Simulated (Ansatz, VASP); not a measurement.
**Sb in VASP and in Ansatz**

```
Sb
1.0
     3.06147    0.00000    0.00000
     0.00000    3.06147    0.00000
     0.00000    0.00000    3.06147
Sb
1
Cartesian
  0.0000 0.0000 0.0000
```

This isn't the form of Sb at room conditions, which is rhombohedral.

Alike in both runs: task relaxation of cell and atoms; functional PBE; dispersion D3(BJ); k mesh 14 × 14 × 14; occupations gaussian, width 0.1 eV; no spin polarisation.

|  | VASP | Ansatz |
| --- | --- | --- |
| version | VASP 6.6.1 | Ansatz 0.2.0 |
| potentials or method | VASP PAW PBE potentials, release 64 (Sb) | scalar-relativistic, plane waves, PAW |
| plane-wave cutoff (eV) | 600 | 420 |
| valence electrons in the cell | 5 | 15 |

|  | VASP | Ansatz | Ansatz less VASP |
| --- | --- | --- | --- |
| gap on the k mesh at the Fermi level, each at its own relaxed structure (eV) | none | none | - |
| relaxed volume (Å³/atom) | 28.69 | 28.69 | 0.000 |
| relaxed cell length with the largest relative difference (Å) | 3.061 | 3.061 | 0.0000 |

A gap of «none» marks a metal or a gap that the smearing closes. The two sets of potentials don't hold the same shells in valence.

Caveats: the relaxation stopped at its first step, so nothing moved; pairwise dispersion overbinds metals, which lowers pressure and volume. The runs have no spin-orbit coupling, so splittings on Sb are missing.
